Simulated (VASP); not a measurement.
Set up this calculation in VASP 6.6.1, as the native input.

```yaml
Task: single point
Functional: PBE
Potentials_or_basis: VASP PAW PBE potentials, release 64 (Ta_pv, N)
Cutoff: 520 eV
k_mesh: 10 × 10 × 4
Occupations: fermi-dirac, width 0.05 eV
Spin: no spin polarisation
Further_INCAR_settings: ALGO = Normal; EDIFF = 1e-07; NBANDS = 27
```

The structure of Ta3N lies in POSCAR:

```
Ta3N
1.0
    3.0322239879      0.0000000000      0.0000000000
   -1.5161119940      2.6259830035      0.0000000000
    0.0000000000      0.0000000000      7.5241370000
Ta N
3 1
Direct
    0.6785570000      0.3518300000      0.8224020000
    0.3477140000      0.6649050000      0.1754850000
   -0.0005500000      0.0006550000      0.4951950000
   -0.0037170000      0.0154590000     -0.0067660000
```

The cell comes from a database or a generator and needn't be the stable form of this composition.

The cell isn't the ideal one: atoms moved at random, drawn with an rms of 0.05 Å.

These files were run (other wordings do the same):

INCAR

```
PREC     = Accurate       # precision mode
ENCUT    = 520            # plane-wave cutoff, eV
EDIFF    = 1E-7           # SCF threshold, eV
ISMEAR   = -1             # smearing method
SIGMA    = 0.05           # smearing width, eV
LREAL    = False          # projectors in reciprocal space
LASPH    = True           # aspherical terms in the spheres
NELM     = 100            # most SCF steps
ALGO     = Normal         # electronic algorithm
ISIF     = 2              # what is computed and relaxed
LWAVE    = False          # write WAVECAR
LCHARG   = False          # write CHGCAR
GGA      = PE             # functional
NBANDS   = 27             # bands
```

KPOINTS

```
Automatic mesh
0
Gamma
  10 10 4
```

Potentials or basis: VASP PAW PBE potentials, release 64 (Ta_pv, N).

The run is started by

```console
$ cat potpaw_PBE.64/Ta_pv/POTCAR potpaw_PBE.64/N/POTCAR > POTCAR
$ mpirun -np 1 vasp_std > vasp.out
```

It gave:

```json
{
  "Pressure": "-0.6 GPa",
  "Largest force": "0.919 eV/Å",
  "Band gap on the k mesh": "none (metal or under the smearing width)"
}
```

Run time: 3.2 min on 1 thread of AMD EPYC 9R45 (Zen 5), with other jobs on the host, peak memory 0.34 GiB.
